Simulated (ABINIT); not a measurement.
Planning a run of ABINIT 10.8.3 on KCl (Sylvite). The input:

```
acell 3*1.0 Angstrom
rprim 
  -0.000000000000 3.146470000000 3.146470000000
  3.146470000000 0.000000000000 3.146470000000
  3.146470000000 3.146470000000 -0.000000000000
ntypat 2
znucl 19 17
natom 2
typat 1 2
xred 
  0.000000000000 0.000000000000 0.000000000000
  0.500000000000 0.500000000000 0.500000000000
pp_dirpath "pseudos"
pseudos "K.upf, Cl.upf"
ecut 33
ngkpt 8 8 8
nshiftk 1
shiftk 0.11 0.21 0.31
kptopt 3
chksymbreak 0
istwfk *1
occopt 1
irdwfk 1
optdriver 99
bs_calctype 1
mbpt_sciss 2.954 eV
bs_loband 6
nband 12
bs_exchange_term 1
bs_coulomb_term 21
bs_coupling 0
bs_algorithm 2
bs_freq_mesh 0 14 0.1 eV
zcut 0.15 eV
ecuteps 3
ecutwfn 16.5
inclvkb 2
mdf_epsinf 2.32
irdden 1
bs_haydock_niter 300
bs_haydock_tol -0.02 0
indata_prefix "in"
outdata_prefix "out"
tmpdata_prefix "tmp"
```

```sh
OMP_NUM_THREADS=1 mpirun -n 4 abinit run.abi > log
```

Q: Estimate wall time and host memory on 4 MPI ranks of Intel Xeon 6975P-C (Granite Rapids), shared host.

It took 12 min; on shared hardware allow 5.9 min to 23 min. Peak host memory was 3.9 GiB.

The kernel grows as the square of the matrix size, and full diagonalisation as its cube.

[Paths, hosts, dates, memory and timing lines, banners, echoed tables and standing remarks are left out of the program output.]

[Logs are printed without paths, hosts, clocks, repeated set-up lines and the standing remarks that a program may print on its own settings, such as how far it seeks lower states.]

[Runs of the session that timed out or met a known fault of the program may be left out.]

[No measured gap is set beside runs whose start may be inverted or whose files or cutoffs have a known fault.]

[Hosts, paths, dates, database ids (printed as entryN), source tags and the programs' standing remarks are cut or masked in the printed files.]

[G0W0 gaps are taken among the corrected bands and points alone; a level outside them can change the order at an edge.]

[Where Ansatz stands beside ABINIT at settings called matched, ABINIT's density can come from a denser mesh and the files from another edition; pairs whose starting gaps differed by over 0.03 eV were left out, so agreement reads better than it is.]
